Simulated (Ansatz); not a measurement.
ZrO2:
```
ZrO2
1.0
    5.15225     0.00000     0.00000
    0.00000     5.22703     0.00000
   -0.87000     0.00000     5.25770
Zr O
4 8
Direct
  0.72386   0.95789   0.79024
  0.27614   0.04211   0.20976
  0.27614   0.45789   0.70976
  0.72386   0.54211   0.29024
  0.06921   0.16630   0.84402
  0.93079   0.83370   0.15598
  0.93079   0.66630   0.65598
  0.06921   0.33370   0.34402
  0.55040   0.25737   0.02209
  0.44960   0.74263   0.97791
  0.44960   0.75737   0.47791
  0.55040   0.24263   0.52209
```

Relaxed with r²SCAN. Special points in fractions of this cell's reciprocal vectors: Γ (0.000, 0.000, 0.000); Z (0.000, 0.500, 0.000); D (0.000, 0.500, 0.500); B (0.000, 0.000, 0.500); A (-0.500, 0.000, 0.500); E (-0.500, 0.500, 0.500); C2 (-0.500, 0.500, 0.000); Y2 (-0.500, 0.000, 0.000).

List the band energies nearest the valence-band maximum at these points for r²SCAN in the plane-wave PAW code Ansatz.

In eV from the valence-band maximum; about four levels below and three above (degenerate sets whole), none deeper than 8.9 eV; points with the same levels are listed once.

| k | below | above |
|---|---|---|
| Γ | -0.62 -0.51 -0.19 0.00 | 4.53 4.90 5.17 |
| Z | -0.82 -0.82 -0.42 -0.42 | 5.04 5.04 5.42 5.42 |
| D | -0.88 -0.88 -0.63 -0.63 | 4.88 4.88 5.03 5.03 |
| B | -0.75 -0.75 -0.45 -0.45 | 4.75 4.75 5.05 5.05 |
| A | -0.90 -0.90 -0.46 -0.46 | 4.35 4.35 5.42 5.42 |
| E | -1.01 -1.01 -0.68 -0.68 | 4.62 4.62 5.16 5.16 |
| C2 | -0.92 -0.92 -0.58 -0.58 | 4.80 4.80 5.14 5.14 |
| Y2 | -0.71 -0.57 -0.40 -0.07 | 4.16 5.06 5.16 |

Space group P2_1/c. The r²SCAN relaxation kept the symmetry of its start. The run is not spin-polarised. Spin–orbit coupling is left out wherever it is not named.

Potentials: the earlier of the program's two PAW sets.
